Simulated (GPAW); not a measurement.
Write an ASE script for GPAW 26.7.0 that does the following.

- Task: single point
- Functional: r2SCAN
- Potentials or basis: GPAW PAW data sets (gpaw-data 1.2.1)
- Cutoff: 450 eV
- Basis: pw
- k mesh: 8 × 8 × 8
- Occupations: fermi-dirac, width 0.05 eV
- Spin: no spin polarisation
- Maxiter: 120
- Convergence: default

The structure of Sb lies in POSCAR:

```
Sb
1.0
    0.0000000000      2.3712425216      2.3712425216
    2.3712425216      0.0000000000      2.3712425216
    2.3712425216      2.3712425216      0.0000000000
Sb
1
Direct
    0.0000000000      0.0000000000      0.0000000000
```

This isn't the form of Sb at room conditions, which is rhombohedral.

These files were run (other wordings do the same):

run.py

```python
from ase.dft.bandgap import bandgap
from ase.io import read, write
from ase.units import GPa
from gpaw import GPAW, PW

atoms = read('POSCAR')

calc = GPAW(mode=PW(450),
            xc='MGGA_X_R2SCAN+MGGA_C_R2SCAN',
            kpts={'size': (8, 8, 8), 'gamma': True},
            occupations={'name': 'fermi-dirac', 'width': 0.05},
            nbands=15,
            maxiter=120,
            txt='gpaw.txt')
atoms.calc = calc
energy = atoms.get_potential_energy()
forces = atoms.get_forces()
stress = atoms.get_stress()
calc.write('gs.gpw')
write('result.traj', atoms)
print(f'Energy: {energy:.6f} eV')
print('Forces (eV/A):')
print(forces.round(4))
print('Stress (GPa):', (stress / GPa).round(3))
print('Fermi level:', round(calc.get_fermi_level(), 4), 'eV')
print(f'Gap: {bandgap(calc)[0]:.4f} eV, direct: {bandgap(calc, direct=True)[0]:.4f} eV')
```

Potentials or basis: GPAW PAW data sets (gpaw-data 1.2.1), pw.

Run with:

```sh
$ OMP_NUM_THREADS=1 python run.py
```

It gave:

The pressure is 0.0 GPa. The band gap on the k mesh is none (metal or under the smearing width).

Caveat: the cutoff is short for stress and forces, so pressures can be off by a GPa or more; the PAW data sets were made with another functional, which shifts forces and pressure a little.

Wall time 13 s on 1 thread of AMD EPYC 9R45 96-Core Processor (Zen 5), with other jobs on the host, peak memory 0.22 GiB.
